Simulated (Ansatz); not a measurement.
## Li$_{2}$Se: frozen-core PAW against all-electron methods

```xyz
3
Lattice="0.0000 3.0029 3.0029 3.0029 0.0000 3.0029 3.0029 3.0029 0.0000" Properties=species:S:1:pos:R:3 pbc="T T T"
Se    0.0000    0.0000    0.0000
Li    1.5015    1.5015    1.5015
Li    4.5044    4.5044    4.5044
```

Atom numbers follow the list: Se1, Li2, Li3.

The cell was built from the fluorite type and relaxed in the same program, and has space group Fm-3m; it needn't be a known or the stable phase.

All numbers are computed: DFT, PBE, PAW with Ansatz's default frozen-core files, scalar-relativistic (Ansatz 0.2.0); DFT, PBE, all-electron PAW with datasets made for the crystal, scalar-relativistic (Ansatz 0.2.0); DFT, PBE, all-electron LAPW, scalar-relativistic (Ansatz 0.2.0).

For PAW: a Γ-centred 13×13×13 k mesh, Fermi–Dirac smearing of 0.05 eV, cutoff 420 eV, no spin polarisation. The crystal-made all-electron datasets (AE datasets) take a cutoff of 160 eV at this cell. LAPW targets a basis error of 1 meV/atom. The Ansatz runs share mesh, smearing and spin set-up. Plane-wave (PAW) pressures include the program's estimate of the Pulay term.

Stress and pressure are positive in compression.

Levels count from the top of the valence band.

```json
{"quantity": "pressure (GPa)", "PAW": "0.01", "AE datasets": "0.01", "LAPW": "0.01"}
{"quantity": "band gap (eV)", "PAW": "2.981", "AE datasets": "2.980", "LAPW": "2.980"}
{"quantity": "highest filled level at X (eV)", "PAW": "-1.432", "AE datasets": "-1.432", "LAPW": "-1.432"}
{"quantity": "lowest empty level at X (eV)", "PAW": "2.981", "AE datasets": "2.980", "LAPW": "2.980"}
{"quantity": "highest filled level at L (eV)", "PAW": "-0.524", "AE datasets": "-0.524", "LAPW": "-0.524"}
{"quantity": "lowest empty level at L (eV)", "PAW": "5.101", "AE datasets": "5.099", "LAPW": "5.099"}
```

PAW's pressure differs from the LAPW value by about 0.01 GPa or less.
